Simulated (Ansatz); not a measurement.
## Structure relaxation of As

All numbers below come from DFT PBE, scalar-relativistic, plane waves, PAW (Ansatz 0.2.0). Cutoff 420 eV, Γ-centred k mesh, Gaussian smearing, no spin polarisation in the final step.

A relaxed cell is given with its space group left out.

```xyz
1
Lattice="2.8973 0.0000 0.0000 -1.4487 2.5091 0.0000 0.0000 0.0000 2.7660" Properties=species:S:1:pos:R:3 pbc="T T T"
As    0.0000    0.0000    0.0000
```

Energies count from the standard state of As at the same level.

Task: What space group does it have?

Result: P6/mmm (No. 191). Conventional cell: a = 2.897 Å, c = 2.766 Å. As has 8 As at 2.77–2.90 Å.

Task: How far above the standard state of As does it lie?

Result: 0.28 eV/atom.

Task: Is it a metal?

Result: Yes, bands cross the Fermi level on the 18×18×16 mesh.

The final run used a 18×18×16 mesh on its 1-atom cell and 0.10 eV smearing. The k mesh leaves about 4 meV/atom of noise in metals. The cell came from a trial start, so As may not exist in this structure.